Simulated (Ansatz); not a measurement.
Runs of Ansatz 0.2.0 on CdTe. Symmetry: F-43m, No. 216, cubic system. The conventional cell has a = 6.410 Å, b = 6.410 Å, c = 6.410 Å, α = 90.00°, β = 90.00°, γ = 90.00°. Around Te (site symmetry -43m) lie 4 Cd at 2.78 Å. Around Cd (site symmetry -43m) lie 4 Te at 2.78 Å. 

```tsv
task	level	k mesh	smearing	atoms under strain	points for each segment of the path	gap on the mesh (eV)	pressure (GPa)
single point	PBE	5 × 5 × 5	fermi-dirac 0.05 eV	-	-	0.87	4.3
elastic constants	PBE	6 × 6 × 6	fixed	clamped	-	0.87	4.3
band structure	exchange-only PBE	7 × 7 × 7	fermi-dirac 0.05 eV	-	14	0.83	11.5
band structure	LDA	7 × 7 × 7	fermi-dirac 0.05 eV	-	14	(a)	0.0
```

Alike in all rows: potentials or basis Ansatz PAW; no spin polarisation; cell as given; cutoff (eV) 420.

Estimate the missing entries.

(a) 0.61.

Caveats: spin-orbit coupling is left out, which moves the levels of the heavy elements; the PAW data sets come from PBE, with cores solved anew for the run's functional, which leaves a small shift of forces and pressure (some runs); odd divisions of the mesh miss points on the zone boundary, where band edges often lie, so the gap on the mesh can be too wide (some runs); the cell is more than 3 GPa from zero pressure, which shifts response properties (some runs).

A k mesh can miss the band edges, and the runs leave out spin-orbit coupling on Cd, Te.
